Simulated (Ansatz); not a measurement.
Ge3N4: a ladder of calculations

Cell of run 1: a computed structure from the Materials Project (it need not be an observed phase).

Space group P6_3/m (No. 176); a = 8.0509, c = 3.0835 Å, γ = 120.00°.

| site | Wyckoff | site symmetry | x | y | z |
| --- | --- | --- | --- | --- | --- |
| Ge | 6h | m.. | 0.8291 | 0.2355 | 0.7500 |
| N7 | 2c | -6.. | 0.6667 | 0.3333 | 0.7500 |
| N9 | 6h | m.. | 0.6696 | 0.9727 | 0.7500 |

One atom of each set is listed.

Relaxed positions (PBE, cell held):

Ge (0.8314, 0.2379, 0.7500)
N7 (0.6667, 0.3333, 0.7500)
N9 (0.6702, 0.9751, 0.7500)

All runs are DFT with Ansatz 0.2.0 (plane waves and PAW, scalar-relativistic unless spin–orbit coupling is named, Γ-centred meshes, Fermi–Dirac smearing where given) in this cell.

Run 1: PBE, gradients read without the response of the cores, atoms as given; 420 eV, 4×4×9 k-points, smearing 0.02 eV.
Run 2: PBE, gradients read without the response of the cores, atoms relaxed; 420 eV, 4×4×9 k-points, smearing 0.02 eV.
Run 3: r2SCAN, gradients read without the response of the cores, at the relaxed atoms; 500 eV, 4×4×9 k-points, smearing 0.02 eV.

(1) What does each run give, and what moves the gradients most?

Answers

(1) 

```tsv
run	Ge V_zz (η)	N7 V_zz (η)	N9 V_zz (η)
1	2.39 (0.41)	-8.29 (0.00)	-8.35 (0.06)
2	2.51 (0.36)	-8.25 (0.00)	-8.33 (0.07)
3	2.60 (0.32)	-8.33 (0.00)	-8.38 (0.08)
```

V_zz in 10²¹ V/m². Against run 1, the gradient tensors on these sites move by at most 0.32 in run 2 (Ge), 0.45 in run 3 (Ge). Taken one at a time, the positions of the atoms (as given or relaxed) move the tensors on these sites by up to 0.32 (largest principal value of the change, on Ge), the functional (r2SCAN with its higher cutoff) by 0.14 (Ge).

The cell isn't the equilibrium one in runs 1, 2 (calculated pressure 6, 5 GPa), and the entry's cell may itself be off.
